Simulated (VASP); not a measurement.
# SnO2 (Pnnm) in VASP: a series of runs, part 2 of 2

VASP 6.6.1.

## Step 3: Dielectric tensor, LDA

Contents of INCAR:

```
SYSTEM = SnO2
PREC = Accurate ; ENCUT = 520
EDIFF = 1E-8 ; ISMEAR = 0
SIGMA = 0.02 ; LREAL = .FALSE.
LASPH = .TRUE. ; NELM = 80
ALGO = Fast ; ISIF = 2
LWAVE = .FALSE. ; LCHARG = .FALSE.
GGA = CA ; LEPSILON = .TRUE.
KPAR = 4
```

Contents of KPOINTS:

```
regular mesh
0
G
  6 6 8
  0 0 0
```

Contents of POSCAR:

```
SnO2
1.0
    4.7880040000      0.0000000000      0.0000000000
    0.0000000000      4.8665820000      0.0000000000
    0.0000000000      0.0000000000      3.2408980000
Sn O
2 4
Direct
    0.0000000000      0.0000000000      0.0000000000
    0.5000000000      0.5000000000      0.5000000000
    0.7081450000      0.6789580000      0.0000000000
    0.2081450000      0.8210420000      0.5000000000
    0.7918550000      0.1789580000      0.5000000000
    0.2918550000      0.3210420000      0.0000000000
```

Potentials or basis: VASP PAW LDA potentials, release 64 (Sn_d, O).

Launch:

```
cat potpaw_LDA.64/Sn_d/POTCAR potpaw_LDA.64/O/POTCAR > POTCAR
mpirun -np 4 vasp_std > vasp.out
```

OUTCAR:

```text
SYSTEM = SnO2
   PREC = Accurate
   ENCUT = 520
   EDIFF = 1E-8
   ISMEAR = 0
   LREAL = .FALSE.
   LASPH = .TRUE.
   NELM = 80
   ISIF = 2
   GGA = CA
   LEPSILON = .TRUE.

 ion  position               nearest neighbor table
   1  0.000  0.000  0.000-   4 2.09   5 2.09   4 2.09   5 2.09   3 2.10   6 2.10
   2  0.500  0.500  0.500-   3 2.09   6 2.09   3 2.09   6 2.09   5 2.10   4 2.10
   3  0.708  0.679  0.000-   2 2.09   2 2.09   1 2.10
   4  0.208  0.821  0.500-   1 2.09   1 2.09   2 2.10
   5  0.792  0.179  0.500-   1 2.09   1 2.09   2 2.10
   6  0.292  0.321  0.000-   2 2.09   2 2.09   1 2.10

  LATTYP: Found a simple orthorhombic cell.
 ALAT       =     3.2408980000
 B/A-ratio  =     1.4773695439
 C/A-ratio  =     1.5016152930

[... 1096 lines left out ...]

 PIEZOELECTRIC TENSOR (including local field effects)  for field in x, y, z        (e  Angst)
          XX          YY          ZZ          XY          YZ          ZX
  --------------------------------------------------------------------------------
  x     0.00000     0.00000     0.00000     0.00000     0.00000     0.00000
  y     0.00000     0.00000     0.00000     0.00000     0.00000     0.00000
  z     0.00000     0.00000     0.00000     0.00000     0.00000     0.00000

 PIEZOELECTRIC TENSOR (including local field effects)  for field in x, y, z        (C/m^2)
          XX          YY          ZZ          XY          YZ          ZX
  --------------------------------------------------------------------------------
  x     0.00000     0.00000     0.00000     0.00000     0.00000     0.00000
  y     0.00000     0.00000     0.00000     0.00000     0.00000     0.00000
  z     0.00000     0.00000     0.00000     0.00000     0.00000     0.00000

 BORN EFFECTIVE CHARGES (including local field effects) (in |e|, cummulative output)
 ---------------------------------------------------------------------------------
 ion    1
    1     4.04238     0.71220     0.00000
    2     0.31868     4.16131     0.00000
    3     0.00000     0.00000     4.49484
 ion    2
    1     4.04238    -0.71220     0.00000
    2    -0.31868     4.16131     0.00000
    3     0.00000     0.00000     4.49484
 ion    3
    1    -2.02119    -0.72372     0.00000
    2    -0.77591    -2.08066     0.00000
    3     0.00000     0.00000    -2.24742
 ion    4
    1    -2.02119     0.72372     0.00000
    2     0.77591    -2.08066     0.00000
    3     0.00000     0.00000    -2.24742
 ion    5
    1    -2.02119     0.72372     0.00000
    2     0.77591    -2.08066     0.00000
    3     0.00000     0.00000    -2.24742
 ion    6
    1    -2.02119    -0.72372     0.00000
    2    -0.77591    -2.08066     0.00000
    3     0.00000     0.00000    -2.24742
```

OSZICAR:

```text
N       E                     dE             d eps       ncg     rms          rms(c)
DAV:   1     0.641885993620E+03    0.64189E+03   -0.26260E+04  5306   0.258E+03
[... 13 lines left out ...]
RMM:   6    -0.885461883269E+00   -0.15562E-03   -0.11540E-04  9237   0.607E-02    0.474E-03
RMM:   7    -0.885532716877E+00   -0.70834E-04   -0.12751E-05  9510   0.174E-02    0.142E-03
RMM:   8    -0.885586794625E+00   -0.54078E-04   -0.30372E-06  9572   0.523E-03    0.291E-04
RMM:   9    -0.885590063396E+00   -0.32688E-05   -0.34543E-07  9713   0.162E-03    0.144E-04
RMM:  10    -0.885587358255E+00    0.27051E-05   -0.10008E-07  9409   0.565E-04    0.409E-05
RMM:  11    -0.885586356822E+00    0.10014E-05   -0.12702E-07  6913   0.217E-04    0.114E-05
RMM:  12    -0.885586305092E+00    0.51729E-07    0.21551E-07  5013   0.126E-04    0.303E-06
```

Wall time 7.5 min (4 MPI ranks of Intel Xeon Platinum 8488C (Sapphire Rapids), shared host); peak memory 0.57 GiB.

Results:

```
Band gap on the k mesh                  : 0.70 eV, direct
Electronic dielectric tensor (diagonal) : 4.94, 4.95, 5.07
Born charges (mean of the diagonal)     : Sn +4.23; O -2.12 e
```

Levels at points of the mesh, in eV from the valence-band top:
```tsv
k point	band 24	band 25	band 26	band 27	band 28	band 29
(0.00, 0.00, 0.00)	-0.64	-0.63	0.00	0.70	5.53	5.84
(0.50, 0.00, 0.00)	-1.14	-0.44	-0.44	3.73	3.73	6.41
(0.00, 0.50, 0.00)	-1.13	-0.57	-0.57	3.89	3.89	6.86
(0.50, 0.50, 0.00)	-1.26	-0.73	-0.73	4.20	4.20	6.99
(0.00, 0.00, 0.50)	-1.47	-1.05	-1.05	5.47	5.47	9.17
(0.50, 0.00, 0.50)	-0.83	-0.73	-0.73	5.77	5.77	7.57
(0.00, 0.50, 0.50)	-1.04	-0.62	-0.62	5.67	5.67	7.35
(0.50, 0.50, 0.50)	-0.85	-0.66	-0.66	4.25	4.25	8.41
```

Electronic dielectric tensor:
```
4.94 0.00 0.00
0.00 4.95 0.00
0.00 0.00 5.07
```

Born effective charge tensors (e):
atom 1, Sn
```
4.04 0.71 0.00
0.32 4.16 0.00
0.00 0.00 4.49
```
atom 2, Sn
```
 4.04 -0.71  0.00
-0.32  4.16  0.00
 0.00  0.00  4.49
```
atom 3, O
```
-2.02 -0.72  0.00
-0.78 -2.08  0.00
 0.00  0.00 -2.25
```
atom 4, O
```
-2.02  0.72  0.00
 0.78 -2.08  0.00
 0.00  0.00 -2.25
```
atom 5, O
```
-2.02  0.72  0.00
 0.78 -2.08  0.00
 0.00  0.00 -2.25
```
atom 6, O
```
-2.02 -0.72  0.00
-0.78 -2.08  0.00
 0.00  0.00 -2.25
```

Caveat: spin-orbit coupling is left out, which moves the levels of the heavy elements.

## Step 4: G0W0 quasiparticle levels, LDA

POSCAR is that of step 3.

Contents of INCAR.step1:

```
SYSTEM = SnO2
PREC = Accurate ; ENCUT = 500
EDIFF = 1E-8 ; ISMEAR = 0
SIGMA = 0.01 ; LREAL = .False.
LASPH = .True. ; NELM = 100
ALGO = Fast ; LWAVE = .True.
LCHARG = .False. ; GGA = CA
KPAR = 4
```

Contents of INCAR.step2:

```
SYSTEM = SnO2
PREC = Accurate ; ENCUT = 500
EDIFF = 1E-8 ; ISMEAR = 0
SIGMA = 0.01 ; LREAL = .False.
LASPH = .True. ; NELM = 1
ALGO = Exact ; LWAVE = .True.
LCHARG = .False. ; GGA = CA
NBANDS = 341 ; LOPTICS = .True.
ISTART = 1 ; KPAR = 4
```

Contents of INCAR.step3:

```
SYSTEM = SnO2
PREC = Accurate ; ENCUT = 500
EDIFF = 1E-8 ; ISMEAR = 0
SIGMA = 0.01 ; LREAL = .False.
LASPH = .True. ; ALGO = EVGW0
LWAVE = .False. ; LCHARG = .False.
GGA = CA ; NELMGW = 1
NBANDS = 341 ; ENCUTGW = 150
NOMEGA = 50 ; PRECFOCK = Fast
ISTART = 1 ; NBANDSGW = 34
KPAR = 4
```

Contents of KPOINTS:

```
regular mesh
0
Gamma
  2 2 4
  0 0 0
```

Potentials or basis: VASP PAW LDA potentials, release 64 (Sn_d_GW, O_GW).

Launch:

```
cat potpaw_LDA.64/Sn_d_GW/POTCAR potpaw_LDA.64/O_GW/POTCAR > POTCAR
cp INCAR.step1 INCAR
mpirun -np 4 vasp_std > vasp.out
cp INCAR.step2 INCAR
mpirun -np 4 vasp_std > vasp.out
cp INCAR.step3 INCAR
mpirun -np 4 vasp_std > vasp.out
```

OUTCAR:

```text
SYSTEM = SnO2
   PREC = Accurate
   ENCUT = 500
   EDIFF = 1E-8
   ISMEAR = 0
   LREAL = .False.
   LASPH = .True.
   GGA = CA
   NELMGW = 1
   ENCUTGW = 150
   PRECFOCK = Fast
   ISTART = 1

 ion  position               nearest neighbor table
   1  0.000  0.000  0.000-   4 2.09   5 2.09   4 2.09   5 2.09   3 2.10   6 2.10
   2  0.500  0.500  0.500-   3 2.09   6 2.09   3 2.09   6 2.09   5 2.10   4 2.10
   3  0.708  0.679  0.000-   2 2.09   2 2.09   1 2.10
   4  0.208  0.821  0.500-   1 2.09   1 2.09   2 2.10
   5  0.792  0.179  0.500-   1 2.09   1 2.09   2 2.10
   6  0.292  0.321  0.000-   2 2.09   2 2.09   1 2.10

  LATTYP: Found a simple orthorhombic cell.
 ALAT       =     3.2408980000
 B/A-ratio  =     1.4773695439
 C/A-ratio  =     1.5016152930

  Lattice vectors:

 A1 = (   0.0000000000,   0.0000000000,   3.2408980000)
 A2 = (   4.7880040000,   0.0000000000,   0.0000000000)
 A3 = (   0.0000000000,   4.8665820000,   0.0000000000)

Analysis of symmetry for initial positions (statically):
=====================================================================
 Subroutine PRICEL returns:
 Original cell was already a primitive cell.
[... 136 lines left out ...]
   IALGO  =     38    algorithm
   IMIX   =      4    mixing-type and parameters
     AMIX     =   0.40;   BMIX     =  1.00
     AMIX_MAG =   1.60;   BMIX_MAG =  1.00
  volume/ion in A,a.u.               =      12.59        84.94
  Fermi-wavevector in a.u.,A,eV,Ry     =   1.445644  2.731871 28.434627  2.089886
  Thomas-Fermi vector in A             =   2.563802
   LORBIT       =      0    0 simple, 1 ext, 2 COOP (PROOUT), +10 PAW based schemes
   GGA     = CA    functional components
   LHFCALC =     T    Hartree Fock is set to
   PRECFOCK=fast      Normal, Fast or Accurate (Low or Medium for compatibility)
   ENCUT4O =  -1.0   cutoff for four orbital integrals eV
   NKREDX  =     1    reduce k-point grid by
   NKREDY  =     1    reduce k-point grid by
   NKREDZ  =     1    reduce k-point grid by
   AEXX    =    1.0000 exact exchange contribution
   HFSCREEN=    0.0000 screening length (either q_TF or 0.3 A-1)
   HFSCREENC=   0.0000 screening length for correlation (either q_TF or 0.3 A-1)
   ENCUTFOCK=  -1.0 apply spherical cutoff to Coloumb kernel
   IVDW    =     0    specifies the selected vdW correction
   LEPSILON=     F    determine dielectric tensor
   LRPA    =     F    only Hartree local field effects (RPA)
   LRPAFORCE           =     F    calculate RPA forces
   ENCUTGW             = 150.0    cutoff for response function in eV
   ENCUTGWSOFT         = 120.0    soft cutoff for Coulomb kernel in GW response function in eV
   ENCUTLF             =  -1.0    cutoff for local field effects
   NELMGW              =     1    number of iterations in solving QP/BSE equation
   NELMHF              =     1    number of iterations in the inner HF iteration
   NKREDLFX            =     1    NKREDLFY  =   1   NKREDLFZ  =   1
 non-spin polarized calculation
 Gauss-broadening in eV      SIGMA  =   0.01
  energy-cutoff  :      500.00
  volume of cell :       75.52
 maximum number of plane-waves:      1936
 NGX is ok and might be reduce to    36
  NGX = 20; NGY = 24; NGZ = 14
   NGX = 17   NGY = 17   NGZ = 11
 maximum number of plane-waves:       332

 QP shifts <psi_nk| G(iteration)W_0 |psi_nk>: iteration 1
 for sc-GW calculations column KS-energies equals QP-energies in previous step
 and V_xc(KS)=  KS-energies - (<T + V_ion + V_H > + <T+V_H+V_ion>^1  + <V_x>^1)

 k-point   1 :       0.0000    0.0000    0.0000
  band No.  KS-energies  QP-energies   sigma(KS)   V_xc(KS)     V^pw_x(r,r')   Z            occupation Imag(sigma)

      1     -17.3984     -20.0354     -21.3072     -17.5625     -28.0674       0.7042       2.0000       0.5713
      2     -16.7798     -19.7426     -21.4328     -17.3891     -27.2561       0.7327       2.0000       0.4516
      3     -16.5736     -19.6185     -21.5010     -17.3354     -26.9211       0.7310       2.0000       0.2720
      4     -16.5578     -19.6791     -21.7399     -17.5127     -27.3735       0.7384       2.0000       0.4113
      5     -16.5541     -19.6755     -21.7442     -17.5149     -27.3750       0.7381       2.0000       0.4093
      6     -16.4693     -19.5211     -21.6730     -17.4905     -27.2248       0.7297       2.0000       0.3023
[... 444 lines left out ...]
     33      13.8645      15.1819     -14.7288     -16.5485      -9.0791       0.7240       0.0000      -0.2374
     34      13.8645      15.1819     -14.7288     -16.5485      -9.0791       0.7240       0.0000      -0.2374
```

OUTCAR.step1:

```text
SYSTEM = SnO2
   PREC = Accurate
   ENCUT = 500
   EDIFF = 1E-8
   ISMEAR = 0
   LREAL = .False.
   LASPH = .True.
   NELM = 100
[... 634 lines left out ...]
      0.99660      3.99567      1.62045        -0.163053      0.017682      0.000000
      3.79140      0.87091      1.62045         0.163053     -0.017682      0.000000
      1.39740      1.56238      0.00000         0.163053      0.017682      0.000000
 -----------------------------------------------------------------------------------
    total drift:                                0.000000      0.000000      0.000000

  FREE ENERGIE OF THE ION-ELECTRON SYSTEM (eV)
  ---------------------------------------------------
  free  energy   TOTEN  =       -42.2586683736 eV

  energy  without entropy=      -42.2586683736  energy(sigma->0) =      -42.25866837
```

Run time: 4.7 min. Hardware: 4 MPI ranks of Intel Xeon Platinum 8559C (Emerald Rapids), shared host; peak memory 1.2 GiB.

What came out:

```yaml
Band_gap_on_the_k_mesh_mean-field_level: 0.69 eV, direct
Quasiparticle_gap: 1.76 eV
Least_direct_quasiparticle_gap: 1.76 eV
```

Levels at points of the mesh, in eV from the valence-band top:
| k point | band 24 | band 25 | band 26 | band 27 | band 28 | band 29 |
| --- | --- | --- | --- | --- | --- | --- |
| (0.00, 0.00, 0.00) | -0.64 | -0.63 | 0.00 | 0.69 | 5.52 | 5.84 |
| (0.50, 0.00, 0.00) | -1.14 | -0.44 | -0.44 | 3.73 | 3.73 | 6.41 |
| (0.00, 0.50, 0.00) | -1.13 | -0.57 | -0.57 | 3.89 | 3.89 | 6.85 |
| (0.50, 0.50, 0.00) | -1.26 | -0.73 | -0.73 | 4.19 | 4.19 | 6.98 |
| (0.00, 0.00, 0.50) | -1.47 | -1.06 | -1.06 | 5.47 | 5.47 | 9.17 |
| (0.50, 0.00, 0.50) | -0.83 | -0.74 | -0.74 | 5.76 | 5.76 | 7.56 |
| (0.00, 0.50, 0.50) | -1.05 | -0.63 | -0.63 | 5.67 | 5.67 | 7.34 |
| (0.50, 0.50, 0.50) | -0.85 | -0.66 | -0.66 | 4.24 | 4.24 | 8.41 |

Caveat: the k mesh is coarse (spacing up to 0.66 Å⁻¹), so the values aren't converged; bands, screening cutoff and mesh are small and nothing is extrapolated, so the quasiparticle values aren't converged; spin-orbit coupling is left out, which moves the levels of the heavy elements.
